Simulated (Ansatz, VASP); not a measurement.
KCl in VASP and in Ansatz

Contents of INCAR:

```
ALGO = Normal
EDIFF = 1E-6
ENCUT = 520
GGA = PE
ISIF = 2
ISMEAR = -1
LASPH = True
LCHARG = True
LELF = True
LREAL = False
LVHAR = True
LWAVE = False
NBANDS = 15
NELM = 80
PREC = Accurate
SIGMA = 0.05
```

Contents of KPOINTS:

```
k-points
0
Gamma
  6 6 6
```

The input POSCAR:

```
KCl
1.0
    3.8391960000      0.0000000000      0.0000000000
    0.0000000000      3.8391960000      0.0000000000
    0.0000000000      0.0000000000      3.8391960000
K Cl
1 1
Direct
    0.0000000000      0.0000000000      0.0000000000
    0.5000000000      0.5000000000      0.5000000000
```

input.yaml

```yaml
crystal:
  lattice:
    - [3.839196, 0.0, 0.0]
    - [0.0, 3.839196, 0.0]
    - [0.0, 0.0, 3.839196]
  atoms:
    - { symbol: K, position: [0.0, 0.0, 0.0] }
    - { symbol: Cl, position: [0.5, 0.5, 0.5] }
kpoints:
  mp_grid: { grid: [6, 6, 6] }
scf:
  occupations: { method: fermi_dirac, width: 0.05 }
hamiltonian:
  xc: pbe
  pseudopotentials: { kind: all_electron, datasets: crystal }
output:
  forces: true
  stress: true
  eigenvalues: true
```

Alike in both runs: task single point; functional PBE; k mesh 6 × 6 × 6; occupations fermi-dirac, width 0.05 eV; no spin polarisation.

|  | VASP | Ansatz |
| --- | --- | --- |
| version | VASP 6.6.1 | Ansatz 0.2.0 |
| potentials or method | VASP PAW PBE potentials, release 64 (K_sv, Cl) | all-electron PAW datasets made for the crystal |
| plane-wave cutoff (eV) | 520 | see its input |

```tsv
	VASP	Ansatz	Ansatz less VASP
gap on the k mesh at the Fermi level (eV)	4.80	4.80	+0.001
least direct gap on the mesh (eV)	5.00	5.00	0.000
pressure (GPa)	0.0	-0.1	-0.01
```

Ansatz ran all-electron here, so the differences hold the error of VASP's frozen core and of both bases.

A k mesh can miss the band edges. A hybrid or GW would open this gap; PBE tends to underestimate it.
